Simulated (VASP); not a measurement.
# GaP (F-43m) in VASP: further runs

One crystal, GaP, is run at these levels: PBE; tasks: single point.

Everything below comes from runs of VASP 6.6.1. Logs are shortened: lines on timing, memory, paths and dates and some standing lists are left out, and cuts for length are marked.

## (1) The structure

Symmetry: F-43m, No. 216, cubic system. Conventional cell: a = 5.451 Å, b = 5.451 Å, c = 5.451 Å, α = 90.00°, β = 90.00°, γ = 90.00°. Ga (site symmetry -43m) is surrounded by 4 P at 2.36 Å. Around P (site symmetry -43m) lie 4 Ga at 2.36 Å.

## (2) Single point, PBE, spin-orbit coupling, no magnetisation

Contents of INCAR:

```
SYSTEM = GaP
ALGO     = Normal         ! electronic algorithm
EDIFF    = 1E-7           ! SCF threshold, eV
ENCUT    = 340            ! plane-wave cutoff, eV
GGA      = PE             ! functional
GGA_COMPAT= .FALSE.      
ISIF     = 2              ! what is computed and relaxed
ISMEAR   = 0              ! smearing method
LASPH    = .TRUE.         ! aspherical terms in the spheres
LCHARG   = .FALSE.        ! write CHGCAR
LORBIT   = 11             ! projections on sites
LREAL    = .FALSE.        ! projectors in reciprocal space
LSORBIT  = .TRUE.         ! spin-orbit coupling
LWAVE    = .FALSE.        ! write WAVECAR
MAGMOM   = 0 0 0 0 0 0    ! initial moments
NBANDS   = 34             ! bands
NELM     = 100            ! most SCF steps
PREC     = Accurate       ! precision mode
SIGMA    = 0.02           ! smearing width, eV
```

Contents of KPOINTS:

```
k-points
0
G
  9 9 9
  0 0 0
```

Contents of POSCAR:

```
GaP
1.0
    0.0000000000      2.7252500000      2.7252500000
    2.7252500000      0.0000000000      2.7252500000
    2.7252500000      2.7252500000      0.0000000000
Ga P
1 1
Direct
    0.0000000000      0.0000000000      0.0000000000
    0.7500000000      0.7500000000      0.7500000000
```

Potentials or basis: VASP PAW PBE potentials, release 64 (Ga_d, P).

Launch:

```
> cat potpaw_PBE.64/Ga_d/POTCAR potpaw_PBE.64/P/POTCAR > POTCAR
> mpirun -np 1 vasp_ncl > vasp.out
```

OUTCAR:

```text
SYSTEM = GaP
   EDIFF = 1E-7
   ENCUT = 340
   GGA = PE
   ISIF = 2
   ISMEAR = 0
   LASPH = .TRUE.
   LORBIT = 11
   LREAL = .FALSE.
   LSORBIT = .TRUE.
   NELM = 100
   PREC = Accurate

 Found     55 irreducible k-points:

 Following reciprocal coordinates:
            Coordinates               Weight
  0.000000  0.000000  0.000000      1.000000
  0.111111  0.000000  0.000000      4.000000
 -0.111111  0.000000  0.000000      4.000000
  0.222222  0.000000  0.000000      4.000000
 -0.222222  0.000000  0.000000      4.000000
  0.333333  0.000000  0.000000      4.000000
   k-points           NKPTS =     55   k-points in BZ     NKDIM =     55   number of bands    NBANDS=     34
   number of dos      NEDOS =    301   number of ions     NIONS =      2
   total plane-waves  NPLWV =  13824
   dimension x,y,z NGX =    24 NGY =   24 NGZ =   24
   dimension x,y,z NGXF=    48 NGYF=   48 NGZF=   48
   ions per type =               1   1
   NGX,Y,Z   is equivalent  to a cutoff of  10.35, 10.35, 10.35 a.u.
   NGXF,Y,Z  is equivalent  to a cutoff of  20.70, 20.70, 20.70 a.u.
 SYSTEM =  GaP
   PREC   = accura    normal or accurate (medium, high low for compatibility)
   ISTART =      0    job   : 0-new  1-cont  2-samecut
   ICHARG =      2    charge: 1-file 2-atom 10-const
   ISPIN  =      1    spin polarized calculation?
   LNONCOLLINEAR =      T non collinear calculations
   LSORBIT =      T    spin-orbit coupling
   LASPH  =      T    aspherical Exc in radial PAW
   ENCUT  =  340.0 eV  24.99 Ry    5.00 a.u.   5.79  5.79  5.79*2*pi/ulx,y,z
   NELM   =    100;   NELMIN=  2; NELMDL= -5     # of ELM steps
   EDIFF  = 0.1E-06   stopping-criterion for ELM
   LREAL  =      F    real-space projection
   EDIFFG = 0.1E-05   stopping-criterion for IOM
   NSW    =      0    number of steps for IOM
   IBRION =     -1    ionic relax: 0-MD 1-quasi-New 2-CG
   NFREE  =      0    steps in history (QN), initial steepest desc. (CG)
   ISIF   =      2    stress and relaxation
   ISYM   =      2    0-nonsym 1-usesym 2-fastsym
   POTIM  = 0.5000    time-step for ionic-motion
   TEBEG  =    0.0;   TEEND  =   0.0 temperature during run
   PSTRESS=    0.0 pullay stress
   NELECT =      18.0000    total number of electrons
   NUPDOWN=      -1.0000    fix difference up-down
   EMIN   =  10.00;   EMAX   =-10.00  energy-range for DOS
   EFERMI =   0.00;   METHOD = LEGACY
   ISMEAR =     0;   SIGMA  =   0.02  broadening in eV -4-tet -1-fermi 0-gaus
   EFERMI_NEDOS =   21; number of points for ismear=-14 and -15
   IALGO  =     38    algorithm
   IMIX   =      4    mixing-type and parameters
     AMIX     =   0.40;   BMIX     =  1.00
     AMIX_MAG =   1.60;   BMIX_MAG =  1.00
  volume/ion in A,a.u.               =      20.24       136.59
  Fermi-wavevector in a.u.,A,eV,Ry     =   1.249538  2.361284 21.243377  1.561344
  Thomas-Fermi vector in A             =   2.383574
[... 251 lines left out ...]
  energy-cutoff  :      340.00
  volume of cell :       40.48
      direct lattice vectors                 reciprocal lattice vectors
     0.000000000  2.725250000  2.725250000    -0.183469406  0.183469406  0.183469406
     2.725250000  0.000000000  2.725250000     0.183469406 -0.183469406  0.183469406
     2.725250000  2.725250000  0.000000000     0.183469406  0.183469406 -0.183469406

 POSITION                                       TOTAL-FORCE (eV/Angst)
 -----------------------------------------------------------------------------------
      0.00000      0.00000      0.00000        -0.000000     -0.000000     -0.000000
      4.08788      4.08788      4.08788         0.000000      0.000000      0.000000
 -----------------------------------------------------------------------------------
    total drift:                               -0.000001     -0.000001     -0.000001

  FREE ENERGIE OF THE ION-ELECTRON SYSTEM (eV)
  ---------------------------------------------------
  free  energy   TOTEN  =        -9.1234838016 eV

  energy  without entropy=       -9.1234838016  energy(sigma->0) =       -9.12348380

 Spin-Orbit-Coupling matrix elements

 Ion:    1  E_soc:     -0.0116897
 l=   1
     0.0000000    -0.0010970    -0.0010970
    -0.0010970     0.0000000    -0.0010970
    -0.0010970    -0.0010970     0.0000000
 l=   2
     0.0000000    -0.0001734     0.0000000    -0.0001734    -0.0006778
    -0.0001734     0.0000000    -0.0005084    -0.0001734    -0.0001695
     0.0000000    -0.0005084     0.0000000    -0.0005084     0.0000000
    -0.0001734    -0.0001734    -0.0005084     0.0000000    -0.0001695
    -0.0006778    -0.0001695     0.0000000    -0.0001695     0.0000000
 l=   3
     0.0000000     0.0000000     0.0000000     0.0000000     0.0000000     0.0000000     0.0000000
     0.0000000     0.0000000     0.0000000     0.0000000     0.0000000     0.0000000     0.0000000
     0.0000000     0.0000000     0.0000000     0.0000000     0.0000000     0.0000000     0.0000000
     0.0000000     0.0000000     0.0000000     0.0000000     0.0000000     0.0000000     0.0000000
     0.0000000     0.0000000     0.0000000     0.0000000     0.0000000     0.0000000     0.0000000
     0.0000000     0.0000000     0.0000000     0.0000000     0.0000000     0.0000000     0.0000000
     0.0000000     0.0000000     0.0000000     0.0000000     0.0000000     0.0000000     0.0000000

 Ion:    2  E_soc:     -0.0008948
 l=   1
     0.0000000    -0.0001491    -0.0001491
    -0.0001491     0.0000000    -0.0001491
    -0.0001491    -0.0001491     0.0000000
 l=   2
     0.0000000     0.0000000     0.0000000     0.0000000     0.0000000
     0.0000000     0.0000000     0.0000000     0.0000000     0.0000000
     0.0000000     0.0000000     0.0000000     0.0000000     0.0000000
     0.0000000     0.0000000     0.0000000     0.0000000     0.0000000
     0.0000000     0.0000000     0.0000000     0.0000000     0.0000000
 l=   3
     0.0000000     0.0000000     0.0000000     0.0000000     0.0000000     0.0000000     0.0000000
     0.0000000     0.0000000     0.0000000     0.0000000     0.0000000     0.0000000     0.0000000
     0.0000000     0.0000000     0.0000000     0.0000000     0.0000000     0.0000000     0.0000000
     0.0000000     0.0000000     0.0000000     0.0000000     0.0000000     0.0000000     0.0000000
     0.0000000     0.0000000     0.0000000     0.0000000     0.0000000     0.0000000     0.0000000
     0.0000000     0.0000000     0.0000000     0.0000000     0.0000000     0.0000000     0.0000000
     0.0000000     0.0000000     0.0000000     0.0000000     0.0000000     0.0000000     0.0000000

 total charge

# of ion       s       p       d       tot
------------------------------------------
    1        0.862   0.849  10.011  11.721
    2        1.021   1.525   0.000   2.546
--------------------------------------------------
tot          1.883   2.374  10.011  14.267

 magnetization (x)

# of ion       s       p       d       tot
------------------------------------------
    1        0.000   0.000  -0.000   0.000
    2       -0.000   0.000   0.000  -0.000
--------------------------------------------------
tot         -0.000   0.000  -0.000   0.000

 magnetization (y)

# of ion       s       p       d       tot
------------------------------------------
    1        0.000   0.000   0.000   0.000
    2        0.000   0.000   0.000   0.000
--------------------------------------------------
tot          0.000   0.000   0.000   0.000

 magnetization (z)

# of ion       s       p       d       tot
------------------------------------------
    1       -0.000   0.000  -0.000   0.000
    2        0.000   0.000   0.000   0.000
--------------------------------------------------
tot         -0.000   0.000  -0.000   0.000
```

stdout:

```text
POSCAR found type information on POSCAR GaP
 POSCAR found :  2 types and       2 ions
 scaLAPACK will be used
 LDA part: xc-table for (Slater+PW92), standard interpolation
 POSCAR, INCAR and KPOINTS ok, starting setup
 FFT: planning ... GRIDC
 FFT: planning ... GRID_SOFT
 FFT: planning ... GRID
 WAVECAR not read
 entering main loop
```

It took 29 s on 1 thread of Intel Xeon 6975P-C (Granite Rapids), shared host; peak memory 0.22 GiB.

These settings aren't checked as converged: the numbers below hold their error.

What came out:

| Item | Value |
| --- | --- |
| Free energy | -9.1235 eV |
| Pressure | 2.3 GPa |
| Valence electrons inside the program's atomic spheres | Ga 11.72; P 2.55 |

Caveat: the cutoff is under 1.25 times the usual one of these potentials, so pressure, stress and relaxed cells hold a basis-set (Pulay) error.

## (3) Single point, PBE, spin-orbit coupling, no magnetisation

Changes to INCAR since step 2:

```diff
@@ -3,3 +3,3 @@
 EDIFF    = 1E-7           ! SCF threshold, eV
-ENCUT    = 340            ! plane-wave cutoff, eV
+ENCUT    = 400            ! plane-wave cutoff, eV
 GGA      = PE             ! functional
```

KPOINTS is that of step 2.

POSCAR is that of step 2.

Potentials or basis: VASP PAW PBE potentials, release 64 (Ga_d, P).

Launch:

```
> cat potpaw_PBE.64/Ga_d/POTCAR potpaw_PBE.64/P/POTCAR > POTCAR
> mpirun -np 1 vasp_ncl > vasp.out
```

Run time: 62 s. Hardware: 1 thread of Intel Xeon 6975P-C (Granite Rapids), shared host; peak memory 0.27 GiB.

The run converged, but some of its settings lie outside the range that counts as converged, so its numbers aren't taken as properties of the crystal.

What came out:

```yaml
Free_energy: -9.1226 eV
Pressure: 2.2 GPa
Valence_electrons_inside_the_program's_atomic_spheres: Ga 11.72; P 2.54
```

## (4) Single point, PBE, spin-orbit coupling, no magnetisation

Changes to INCAR since step 3:

```diff
@@ -3,3 +3,3 @@
 EDIFF    = 1E-7           ! SCF threshold, eV
-ENCUT    = 400            ! plane-wave cutoff, eV
+ENCUT    = 520            ! plane-wave cutoff, eV
 GGA      = PE             ! functional
```

KPOINTS is that of step 3.

POSCAR is that of step 3.

Launch:

```
> cat potpaw_PBE.64/Ga_d/POTCAR potpaw_PBE.64/P/POTCAR > POTCAR
> mpirun -np 1 vasp_ncl > vasp.out
```

Wall time 90 s (1 thread of Intel Xeon 6975P-C (Granite Rapids), shared host); peak memory 0.34 GiB.

The run converged, but some of its settings lie outside the range that counts as converged, so its numbers aren't taken as properties of the crystal.

Results:

```
Free energy                                           : -9.1238 eV
Pressure                                              : 2.4 GPa
Valence electrons inside the program's atomic spheres : Ga 11.72; P 2.54
```
